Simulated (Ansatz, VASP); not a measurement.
**One calculation of Si, two programs**

Contents of INCAR:

```
SYSTEM = Si
PREC     = Accurate       ! precision mode
ENCUT    = 600            ! plane-wave cutoff, eV
EDIFF    = 1E-6           ! SCF threshold, eV
ISMEAR   = 0              ! smearing method
SIGMA    = 0.02           ! smearing width, eV
LREAL    = .FALSE.        ! projectors in reciprocal space
LASPH    = .TRUE.         ! aspherical terms in the spheres
NELM     = 100            ! most SCF steps
ALGO     = Fast           ! electronic algorithm
ISIF     = 3              ! what is computed and relaxed
LWAVE    = .FALSE.        ! write WAVECAR
LCHARG   = .FALSE.        ! write CHGCAR
IBRION   = 2              ! ionic algorithm
NSW      = 100            ! ionic steps
EDIFFG   = -0.002         ! ionic threshold
```

File KPOINTS:

```
Automatic mesh
0
G
  12 12 12
  0 0 0
```

Contents of POSCAR:

```
Si
1.0
    0.0000000000      2.7009735187      2.7009735187
    2.7009735187      0.0000000000      2.7009735187
    2.7009735187      2.7009735187      0.0000000000
Si
2
Direct
    0.0000000000      0.0000000000      0.0000000000
    0.2500000000      0.2500000000      0.2500000000
```

Input for Ansatz:

```yaml
crystal:
  lattice:
    - [0.0, 2.7009735187, 2.7009735187]
    - [2.7009735187, 0.0, 2.7009735187]
    - [2.7009735187, 2.7009735187, 0.0]
  atoms:
    - { symbol: Si, position: [0.0, 0.0, 0.0] }
    - { symbol: Si, position: [0.25, 0.25, 0.25] }
basis:
  ecutwfc: 420
kpoints:
  mp_grid: { grid: [12, 12, 12] }
hamiltonian:
  xc: lda
scf:
  occupations: { method: gaussian, width: 0.02 }
output:
  forces: true
  stress: true
  eigenvalues: true
  write_density: true
  write_potential: true
  elf: true
  volumetric_format: npy
relax:
  adjacent_minimum: "off"
  f_tol: 0.002
  max_steps: 80
  cell: { stress_tol: 0.02 }
```

Alike in both runs: task relaxation of cell and atoms; functional LDA; k mesh 12 × 12 × 12; occupations gaussian, width 0.02 eV; no spin polarisation.

```csv
,VASP,Ansatz
version,VASP 6.6.1,Ansatz 0.2.0
potentials or method,"VASP PAW LDA potentials, release 64 (Si)","scalar-relativistic, plane waves, PAW"
plane-wave cutoff (eV),600,420
valence electrons in the cell,8,8
```

Ansatz gave:

- gap on the k mesh at the Fermi level, each at its own relaxed structure (eV): 0.44
- relaxed volume (Å³/atom): 19.70
- relaxed cell length with the largest relative difference (Å): 3.820

**Question.** Estimate VASP's values.

**Answer.** gap on the k mesh at the Fermi level, each at its own relaxed structure (eV): 0.44; relaxed volume (Å³/atom): 19.72; relaxed cell length with the largest relative difference (Å): 3.820.

A k mesh can miss the band edges. LDA gaps usually lie below the measured ones, often by a third to a half.
